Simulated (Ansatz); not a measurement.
TaN:

```
CELL_PARAMETERS angstrom
3.05000 0.00000 0.00000
-1.52500 2.64138 0.00000
0.00000 0.00000 4.94000
ATOMIC_POSITIONS crystal
Ta 0.33333 0.66667 0.00000
Ta 0.66667 0.33333 0.50000
N 0.33333 0.66667 0.38500
N 0.66667 0.33333 0.88500
```

| Property | Result |
| --- | --- |
| Program | Ansatz 0.2.0 |
| Task | relaxation of cell and atoms |
| Functional | r2SCAN |
| Potentials or basis | Ansatz PAW |
| Cutoff | 500 eV (not typed: the program's choice for these potentials) |
| k mesh | 10 × 10 × 6 |
| Occupations | fermi-dirac, width 0.05 eV |
| Spin | no spin polarisation |
| Hubbard terms | Ta d U = 2 eV |

At the start: volume 9.95 Å³/atom.

Question: How do energy, volume and symmetry change on relaxing?

Answer: It ends after 14 steps and the volume is 13.03 Å³/atom (+31.0 %); space group P6_3mc (No. 186, to 0.05 Å).

The path:
| step | energy change (eV) | largest force (eV/Å) | volume (Å³) |
| --- | --- | --- | --- |
| 1 | 0.0000 | 2.4487 | 39.80 |
| 2 | -3.5082 | 1.8251 | 45.71 |
| 3 | -4.6750 | 1.4467 | 49.38 |
| 4 | -5.2412 | 0.7238 | 51.78 |
| 5 | -5.5095 | 0.1078 | 52.82 |
| 6 | -5.5810 | 0.1915 | 52.63 |
| 7 | -5.5889 | 0.0163 | 52.03 |
| 8 | -5.5889 | 0.0096 | 52.00 |
| 9 | -5.5889 | 0.0045 | 52.03 |
| 10 | -5.5889 | 0.0001 | 52.02 |
| 11 | -5.6279 | 0.0013 | 52.02 |
| 12 | -5.6291 | 0.0056 | 52.12 |
| 13 | -5.6291 | 0.0003 | 52.12 |
| 14 | -5.6291 | 0.0003 | 52.12 |

Final structure:
```cif
data_structure
_symmetry_space_group_name_H-M 'P 1'
_symmetry_Int_Tables_number 1
_cell_length_a 3.1354
_cell_length_b 3.1354
_cell_length_c 6.1224
_cell_angle_alpha 90.000
_cell_angle_beta 90.000
_cell_angle_gamma 120.000
_cell_volume 52.12
loop_
_atom_site_label
_atom_site_type_symbol
_atom_site_fract_x
_atom_site_fract_y
_atom_site_fract_z
_atom_site_occupancy
Ta1 Ta 0.33333 0.66667 0.03200 1
Ta2 Ta 0.66667 0.33333 0.53200 1
N1 N 0.33333 0.66667 0.35300 1
N2 N 0.66667 0.33333 0.85300 1
```

Caveat: the electronic state changed during the relaxation; the volume moved by over 15 % at a fixed basis, so the end points are rough; the plane-wave basis is chosen anew once the cell has moved, so the energies of steps on either side of that aren't comparable; U without spin polarisation on a metal has little footing; the PAW data sets come from PBE, with cores solved anew for the run's functional, which leaves a small shift of forces and pressure.
